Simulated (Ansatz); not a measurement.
TiTe2 under changes of volume

One of the cells (26.760 Å³/atom); the others are scaled copies at fixed shape and fractional positions:

```xyz
3
Lattice="3.7770 0.0000 0.0000 -1.8885 3.2710 0.0000 0.0000 0.0000 6.4980" Properties=species:S:1:pos:R:3 pbc="T T T"
Te    0.0000    2.1807    4.7903
Te    1.8885    1.0903    1.7077
Ti    0.0000    0.0000    0.0000
```

| Quantity | Value |
| --- | --- |
| Program | Ansatz 0.2.0 |
| Functional | PBEsol |
| Potentials or basis | Ansatz PAW |
| Cutoff | 420 eV (not typed: the program's choice for these potentials) |
| k mesh | 8 × 8 × 4 |
| Occupations | fermi-dirac, width 0.05 eV |
| Spin | no spin polarisation |

```csv
volume (Å³/atom),energy over the lowest point (meV/atom),pressure (GPa),largest force (eV/Å)
25.154,3.84,1.9,0.425
25.689,0.00,0.4,0.228
26.225,1.12,-1.0,0.044
26.760,6.68,-2.3,0.128
27.295,16.25,-3.4,0.288
27.830,29.42,-4.4,0.438
28.365,?,?,?
```

What does the run at 28.365 Å³/atom give?

Energy over the lowest point 45.82 meV/atom; pressure -5.4 GPa; largest force 0.577 eV/Å.

Worked out: A Birch-Murnaghan fit of order 3 (a polynomial in V^(-2/3)) to the other rows has its minimum at 25.83 Å³/atom with B0 = V·E''(V) = 69 GPa and B' = 4.1 at fixed shape and positions, which overstates the stiffness. It gives 45.83 meV/atom at 28.365 Å³/atom, against the run's 45.82, and -dE/dV = -5.4 GPa, against -5.4.

Energies are extrapolated to zero smearing.

Caveats: this functional lacks dispersion, which binds the layers, so the pressure and a relaxed spacing across them are unreliable; the PAW data sets come from PBE, with cores solved anew for the run's functional, which leaves a small shift of forces and pressure.
